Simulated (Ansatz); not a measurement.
# Se: the cost of one run

Method: DFT PBEsol, scalar-relativistic, plane waves, PAW, in Ansatz 0.2.0.

3 further runs of the same task are left out: 3 set aside as unsound or not needed.

### 1 The system as given

Symmetry: P3_121, No. 152, trigonal system. Conventional cell: a = 4.068 Å, b = 4.068 Å, c = 5.128 Å, α = 90.00°, β = 90.00°, γ = 120.00°. Se (site symmetry 2) is surrounded by 2 Se at 2.44 Å.

Coordinates:

```
Se
1.0
     4.06815    0.00000    0.00000
    -2.03407    3.52312    0.00000
     0.00000    0.00000    5.12773
Se
3
Direct
  0.24735 0.00000 0.33333
  0.00000 0.24735 0.66667
  0.75265 0.75265 0.00000
```

This cell was relaxed beforehand with the same method: volume 24.50 Å³/atom, gap on the mesh 0.52 eV.

### 2 Relaxing with PBEsol

input.yaml

```yaml
crystal:
  lattice:
    - [4.068146981, 0.0, 0.0]
    - [-2.0340734905, 3.5231186319, 0.0]
    - [0.0, 0.0, 5.1277305432]
  atoms:
    - { symbol: Se, position: [0.2473450469, 0.0, 0.3333333333] }
    - { symbol: Se, position: [0.0, 0.2473450469, 0.6666666667] }
    - { symbol: Se, position: [0.7526549531, 0.7526549531, 0.0] }
basis:
  ecutwfc: 420
kpoints:
  mp_grid: { grid: [12, 12, 8] }
hamiltonian:
  xc: pbesol
scf:
  occupations: { method: gaussian, width: 0.02 }
output:
  forces: true
  stress: true
  eigenvalues: true
  write_density: true
  write_potential: true
  elf: true
  volumetric_format: npy
relax:
  adjacent_minimum: "off"
  f_tol: 0.005
  max_steps: 50
  cell: { stress_tol: 0.05 }
```

On the command line:

```console
> ansatz run input.yaml --threads 1 --pin off --max-ram 2560MiB --backend cpu --events-out ev --progress --plain --runs-dir out
```

What time and memory should one allow on 1 thread of AMD EPYC 7R43 (Zen 3), shared host?

About 87 s, with a peak of 0.54 GiB.
